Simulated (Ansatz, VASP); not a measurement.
Two plane-wave programs on Ca

```xyz
1
Lattice="0.0000 2.8780 2.8780 2.8780 0.0000 2.8780 2.8780 2.8780 0.0000" Properties=species:S:1:pos:R:3 pbc="T T T"
Ca    0.0000    0.0000    0.0000
```

Change from the starting cell: strain +0.030 along x and y, +0.030 along z, atoms carried along.

Alike in both runs: task single point; functional PBE; k mesh 14 × 14 × 14; occupations gaussian, width 0.15 eV; no spin polarisation.

```csv
,VASP,Ansatz
version,VASP 6.6.1,Ansatz 0.2.0
potentials or method,"VASP PAW PBE potentials, release 64 (Ca_sv)","scalar-relativistic, plane waves, PAW"
plane-wave cutoff (eV),520,420
valence electrons in the cell,10,10
```

```tsv
	VASP	Ansatz	Ansatz less VASP
gap on the k mesh at the Fermi level (eV)	none	none	-
pressure (GPa)	-1.7	-1.7	-0.01
```

A gap of «none» marks a metal or a gap that the smearing closes. The functional is the same, so the differences come from potentials, cutoffs and numerics.
